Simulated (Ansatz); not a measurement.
# Pd: single points about a listed cell

A set of self-consistent runs on Pd under moves of single atoms, random distortions, further strains and shifts, distortions that keep the symmetry, to map its energy surface near the listed cell.

Method: DFT PBE, scalar-relativistic, plane waves, PAW, in Ansatz 0.2.0.

1 further run of the same task is left out (set aside as unsound or not needed).

## Step 1: The starting structure

It takes space group Fm-3m (No. 225, cubic). Conventional cell: a = 3.890 Å, b = 3.890 Å, c = 3.890 Å, α = 90.00°, β = 90.00°, γ = 90.00°. Pd (site symmetry m-3m) has 12 Pd at 2.75 Å as nearest neighbours.

Structure file:

```
CELL_PARAMETERS angstrom
0.00000 1.94490 1.94490
1.94490 0.00000 1.94490
1.94490 1.94490 0.00000
ATOMIC_POSITIONS crystal
Pd 0.00000 0.00000 0.00000
```

The structure comes from the Crystallography Open Database.

## Step 2: A distortion of lower symmetry

The change: strain xx, yy, zz, yz, xz, xy = +6.1, +6.1, +0.1, +0.0, +0.0, +0.0 %.

File input.yaml:

```yaml
crystal:
  lattice:
    - [0.0, 2.064239064, 1.947545064]
    - [2.064239064, 0.0, 1.947545064]
    - [2.064239064, 2.064239064, 0.0]
  atoms:
    - { symbol: Pd, position: [0.0, 0.0, 0.0] }
basis:
  ecutwfc: 420
kpoints:
  mp_grid: { grid: [16, 16, 16] }
hamiltonian:
  xc: pbe
scf:
  occupations: { method: gaussian, width: 0.1 }
output:
  forces: true
  stress: true
  eigenvalues: true
```

## Step 3: A change within the space group

File input.yaml:

```yaml
crystal:
  lattice:
    - [0.0, 1.953360315, 1.953360315]
    - [1.953360315, 0.0, 1.953360315]
    - [1.953360315, 1.953360315, 0.0]
  atoms:
    - { symbol: Pd, position: [0.0, 0.0, 0.0] }
basis:
  ecutwfc: 420
kpoints:
  mp_grid: { grid: [18, 18, 18] }
hamiltonian:
  xc: pbe
scf:
  occupations: { method: gaussian, width: 0.1 }
output:
  forces: true
  stress: true
  eigenvalues: true
```

## Step 4: One atom moved

File input.yaml:

```yaml
crystal:
  lattice:
    - [0.0, 1.9449, 1.9449]
    - [1.9449, 0.0, 1.9449]
    - [1.9449, 1.9449, 0.0]
  atoms:
    - { symbol: Pd, position: [-0.0231374364, 0.0231374364, 0.0231374364] }
basis:
  ecutwfc: 420
kpoints:
  mp_grid: { grid: [16, 16, 16] }
hamiltonian:
  xc: pbe
scf:
  occupations: { method: gaussian, width: 0.1 }
output:
  forces: true
  stress: true
  eigenvalues: true
  populations: true
```

## Step 5: One atom moved

Changes to input.yaml since step 4:

```diff
@@ -6,3 +6,3 @@
   atoms:
-    - { symbol: Pd, position: [-0.0231374364, 0.0231374364, 0.0231374364] }
+    - { symbol: Pd, position: [0.0115687182, -0.0115687182, 0.0115687182] }
 basis:
@@ -19,2 +19 @@
   eigenvalues: true
-  populations: true
```

## Step 6: A single atom displaced

Changes to input.yaml since step 5:

```diff
@@ -6,3 +6,3 @@
   atoms:
-    - { symbol: Pd, position: [0.0115687182, -0.0115687182, 0.0115687182] }
+    - { symbol: Pd, position: [0.0578435909, 0.0578435909, -0.0578435909] }
 basis:
```

## Step 7: A distortion of lower symmetry

File input.yaml:

```yaml
crystal:
  lattice:
    - [0.0, 1.893087864, 1.893087864]
    - [1.834740864, 0.0, 1.893087864]
    - [1.834740864, 1.893087864, 0.0]
  atoms:
    - { symbol: Pd, position: [0.0, 0.0, 0.0] }
basis:
  ecutwfc: 420
kpoints:
  mp_grid: { grid: [16, 16, 16] }
hamiltonian:
  xc: pbe
scf:
  occupations: { method: gaussian, width: 0.1 }
output:
  forces: true
  stress: true
  eigenvalues: true
```

## Step 8: A random distortion, cell strained

File input.yaml:

```yaml
crystal:
  lattice:
    - [-0.004162086, 2.016375075, 2.014935849]
    - [2.024174124, 0.001906002, 2.008867761]
    - [2.032692786, 2.018825649, -0.00661266]
  atoms:
    - { symbol: Pd, position: [0.0, 0.0, 0.0] }
basis:
  ecutwfc: 420
kpoints:
  mp_grid: { grid: [16, 16, 16] }
hamiltonian:
  xc: pbe
scf:
  occupations: { method: gaussian, width: 0.1 }
output:
  forces: true
  stress: true
  eigenvalues: true
  populations: true
```

## Step 9: A distortion that keeps the symmetry

File input.yaml:

```yaml
crystal:
  lattice:
    - [0.0, 1.989846639, 1.989846639]
    - [1.989846639, 0.0, 1.989846639]
    - [1.989846639, 1.989846639, 0.0]
  atoms:
    - { symbol: Pd, position: [0.0, 0.0, 0.0] }
basis:
  ecutwfc: 420
kpoints:
  mp_grid: { grid: [18, 18, 18] }
hamiltonian:
  xc: pbe
scf:
  occupations: { method: gaussian, width: 0.1 }
output:
  forces: true
  stress: true
  eigenvalues: true
  populations: true
```

## Step 10: Random moves and strain, cell strained

File input.yaml:

```yaml
crystal:
  lattice:
    - [0.003423024, 2.002896918, 2.018086587]
    - [2.005697574, 0.001828206, 2.019681405]
    - [2.018533914, 2.017328076, -0.011008134]
  atoms:
    - { symbol: Pd, position: [0.0, 0.0, 0.0] }
basis:
  ecutwfc: 420
kpoints:
  mp_grid: { grid: [16, 16, 16] }
hamiltonian:
  xc: pbe
scf:
  occupations: { method: gaussian, width: 0.1 }
output:
  forces: true
  stress: true
  eigenvalues: true
  populations: true
```

Q: Predict the outcome of this session. Wanted: for each run, case; energy; pressure; largest force.

The runs gave:

| step | case | energy (meV/atom) | pressure (GPa) | largest force (eV/Å) | gap on the mesh (eV) |
| --- | --- | --- | --- | --- | --- |
| 2 | a distortion of lower symmetry | +0.0 | -10.6 | 0.00 | 0.00 |
| 3 | a change within the space group | -46.8* | 4.9 | 0.00 | 0.00 |
| 4 | one atom moved | -36.1 | 7.7 | 0.00 | 0.00 |
| 5 | one atom moved | -36.1 | 7.7 | 0.00 | 0.00 |
| 6 | a single atom displaced | -36.1 | 7.7 | 0.00 | 0.00 |
| 7 | a distortion of lower symmetry | +177.8 | 39.3 | 0.00 | 0.00 |
| 8 | a random distortion, cell strained | -9.0 | -10.1 | 0.00 | 0.00 |
| 9 | a distortion that keeps the symmetry | -46.2* | -4.4 | 0.00 | 0.00 |
| 10 | random moves and strain, cell strained | -17.9 | -9.1 | 0.00 | 0.00 |

Energies are counted from step 2, with the smearing taken to zero; a star marks another k mesh, which can shift energies by itself, so starred rows don't rank against the others. A gap of 0.00 means none on the mesh at this level.

With one atom in the cell, moving it shifts the whole crystal, so no force arises from that. The pressure is 39.3 GPa in the smallest cell and -10.6 GPa in the largest; between them shape and moved atoms count too. The distorted cells of the listed formula and level show no gap on the mesh.
